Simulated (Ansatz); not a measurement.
TiAl3 under pressure: fit and missing row

TiAl3, I4/mmm, a = 3.816 Å, c = 8.554 Å. Ansatz: PBEsol, PAW, 420 eV, Γ-centred 16×16×16 mesh on 4 atoms, Gaussian smearing 0.10 eV; no spin polarisation. Cell and atoms are relaxed at each pressure, and no other structure is tried, so the rows at high pressure may lie past a change of phase.

```tsv
V (Å³/atom)	P (GPa)
?	89.96
11.939	49.98
13.235	25.00
14.233	11.94
15.052	4.00
15.434	0.97
15.567	0.00
15.705	-0.98
```

Problem. Take V0 = 15.567 Å³/atom, fit the third-order Birch–Murnaghan form to the other rows, and predict the missing volume.

Solution. With the Eulerian strain f = ½[(V0/V)^(2/3) − 1] and y = P/[3f(1 + 2f)^(5/2)], the form is the line y = B0 + 1.5 B0 (B0′ − 4) f. Rows (f, y): 0.09675, 110.7; 0.05713, 111.3; 0.03077, 111.4; 0.01134, 111.2; 0.00287, 111.1; -0.00293, 113.1. Means f = 0.03266, y = 111.47; Σ(Δf)² = 0.007319, ΣΔfΔy = -0.09461; the slope is their ratio. y = 111.9 − 12.93 f GPa, so B0 = 111.9 GPa and B0′ = 4 + 2 × (-12.93)/(3 × 111.9) = 3.92. P = 89.96 GPa is met at f = 0.14448 (y = 110.03), so V = V0 (1 + 2f)^(−3/2) = 10.638 Å³/atom. The run gave 10.625 Å³/atom, so the fit is 0.013 Å³/atom too high, 0.26 % of the span of the series, against an rms of 0.002 Å³/atom on the fitted rows. The row lies outside the fitted range. The row closest to V0 fixes y poorly, since a few hundredths of a GPa are divided by a small f; without it the line misses by less than half as much. Also, this row ran on the mesh 18×18×18, its neighbour on 16×16×16, which can shift it a little.

The mesh isn't the same in all rows (16×16×16, 18×18×18).